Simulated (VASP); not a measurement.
Input of a VASP 6.6.1 run:

File INCAR:

```
PREC = Accurate ; ENCUT = 400
EDIFF = 1E-6 ; ISMEAR = 0
SIGMA = 0.01 ; LREAL = False
LASPH = True ; NELM = 100
ALGO = Normal ; ISIF = 2
LWAVE = False ; LCHARG = False
GGA = MK ; LUSE_VDW = True
AGGAC = 0.0 ; PARAM1 = 0.1234
PARAM2 = 1.0 ; NBANDS = 17
ISYM = 0
```

The input KPOINTS:

```
regular mesh
0
Gamma
  1 1 1
```

File POSCAR:

```
H4C3                                    
1.0
   14.1932882215      0.0000000000      0.0000000000
    0.0000000000     14.6932882215      0.0000000000
    0.0000000000      0.0000000000     15.1932882215
  C               H             
     3     4
Selective dynamics
Direct
     0.4283722568000030    0.5003021098000033    0.5888092642999965   F   F   F
     0.4797024680509985    0.5024928116834171    0.5251943961518177   T   T   T
     0.5412551166375914    0.5051765132198800    0.4488610420483469   T   T   T
     0.3830355647904786    0.4983833092839396    0.6450084992641895   T   T   T
     0.5417121895066972    0.5733550684305678    0.4188136608371473   T   T   T
     0.5181423883288152    0.4563259683520507    0.3983415548913434   T   T   T
     0.6142235348573188    0.4880677899752340    0.4670002067671631   T   T   T
```

Potentials or basis: VASP PAW PBE potentials, release 64 (C, H).

Launch:

```console
$ cat potpaw_PBE.64/C/POTCAR potpaw_PBE.64/H/POTCAR > POTCAR
$ mpirun -np 4 vasp_gam > vasp.out
```

Q: Estimate the largest force.

A: 0.123 eV/Å.

Q: Predict the gap between the frontier levels.

A: 5.68 eV.

Forces in eV/Å, atoms in the order of the input:
```
C    0.073  0.003 -0.098
C   -0.073 -0.003  0.096
C   -0.011  0.001  0.009
H   -0.016 -0.001  0.021
H   -0.002  0.043 -0.016
H   -0.017 -0.031 -0.029
H    0.044 -0.012  0.017
```

Caveat: the standard files for N, O and F lose accuracy on very short bonds; the PAW data sets were made with another functional, which shifts forces and pressure a little.
